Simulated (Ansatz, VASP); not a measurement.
**Ge in VASP and in Ansatz**

The input INCAR:

```
PREC = Accurate
ENCUT = 520
EDIFF = 1E-6
ISMEAR = 0
SIGMA = 0.15
LREAL = F
LASPH = T
NELM = 60
ALGO = Normal
ISIF = 2
LWAVE = F
LCHARG = T
GGA = CA
LELF = T
LVHAR = T
NBANDS = 21
```

File KPOINTS:

```
regular mesh
0
Gamma
  14 14 14
```

POSCAR

```
Ge
1.0
    0.0000000000      2.7721946000      2.8287700000
    2.8287700000      0.0000000000      2.8287700000
    2.8287700000      2.7721946000      0.0000000000
Ge
2
Direct
    0.5000000000      0.5000000000      0.5000000000
    0.7500000000      0.7500000000      0.7500000000
```

Input for Ansatz:

```yaml
crystal:
  lattice:
    - [0.0, 2.7721946, 2.82877]
    - [2.82877, 0.0, 2.82877]
    - [2.82877, 2.7721946, 0.0]
  atoms:
    - { symbol: Ge, position: [0.5, 0.5, 0.5] }
    - { symbol: Ge, position: [0.75, 0.75, 0.75] }
basis:
  ecutwfc: 420
kpoints:
  mp_grid: { grid: [14, 14, 14] }
hamiltonian:
  xc: lda
scf:
  occupations: { method: gaussian, width: 0.15 }
output:
  forces: true
  stress: true
  eigenvalues: true
```

Change from the starting cell: strain -0.0200 x Voigt [0, 1, 0, 0, 0, 0], atoms carried along.

Alike in both runs: task single point; functional LDA; k mesh 14 × 14 × 14; occupations gaussian, width 0.15 eV; no spin polarisation.

```csv
,VASP,Ansatz
version,VASP 6.6.1,Ansatz 0.2.0
potentials or method,"VASP PAW LDA potentials, release 64 (Ge_d)","scalar-relativistic, plane waves, PAW"
plane-wave cutoff (eV),520,420
valence electrons in the cell,28,28
```

```tsv
	VASP	Ansatz	Ansatz less VASP
gap on the k mesh at the Fermi level (eV)	0.06	0.11	+0.044
least direct gap on the mesh (eV)	0.06	0.11	+0.047
pressure (GPa)	0.3	0.1	-0.23
largest component of the traceless stress (GPa)	0.97	0.96	-0.007
```
